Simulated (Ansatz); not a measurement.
Runs of Ansatz 0.2.0 on MgSi. Symmetry: Cmcm, No. 63, orthorhombic system. The conventional cell has a = 3.005 Å, b = 10.852 Å, c = 4.340 Å, α = 90.00°, β = 90.00°, γ = 90.00°. Si (site symmetry m2m) is surrounded by 4 Si at 2.66 to 3.01 Å and 7 Mg at 2.83 to 3.00 Å. Around Mg (site symmetry m2m) lie 7 Si at 2.83 to 3.00 Å and 6 Mg at 3.01 to 3.18 Å. The cell comes from a database or a generator and needn't be the stable form of this composition.

```csv
task,level,cell,k mesh,cutoff (eV),smearing,points for each segment of the path,mesh quality,gap on the mesh (eV),pressure (GPa),V0 of scaled cells (Å³/atom),B0 (GPa),largest force (eV/Å)
band structure,HSE06,as given,6 × 6 × 4,420,fermi-dirac 0.05 eV,4,coarse,none,-,-,-,0.29
band structure,r2SCAN,as given,9 × 9 × 6,500,fermi-dirac 0.05 eV,14,not flagged,none,-1.1,-,-,(b)
single point,r2SCANh+D3(BJ),as given,5 × 5 × 3,500,gaussian 0.1 eV,-,coarse,none,-,-,-,(a)
relaxation of cell and atoms,HSE06,relaxed,6 × 6 × 4,420,fermi-dirac 0.05 eV,-,coarse,none,-,-,-,-
band structure,LDA,as given,9 × 9 × 6,420,fermi-dirac 0.05 eV,14,not flagged,none,-3.1,-,-,0.16
equation of state,PBEsol,as given,9 × 9 × 6,420,fermi-dirac 0.05 eV,-,not flagged,-,-,17.29,64,-
equation of state,LDA,as given,9 × 9 × 6,420,fermi-dirac 0.05 eV,-,not flagged,-,-,16.81,67,-
band structure,PBEsol,as given,9 × 9 × 6,420,fermi-dirac 0.05 eV,14,not flagged,none,-1.4,-,-,0.17
```

Alike in all rows: potentials or basis Ansatz PAW; no spin polarisation.

**Question.** Fill in the values left out.

**Answer.** (a) 0.31; (b) 0.19.

Caveats: some runs use coarse meshes; the PAW data sets come from PBE, with cores solved anew for the run's functional, which leaves a small shift of forces and pressure; the cell was scaled at fixed shape and fractional positions, which overstates the stiffness of a crystal with free parameters, most of all of layers and chains (some runs); pairwise dispersion overbinds metals, which lowers pressure and volume (some runs); the plane-wave basis is chosen anew once the cell has moved, so the energies of steps on either side of that aren't comparable (some runs).

A k mesh can miss the band edges.

A gap of «none» marks a metal or a gap under the smearing width.

Not every run made on this cell is shown here.
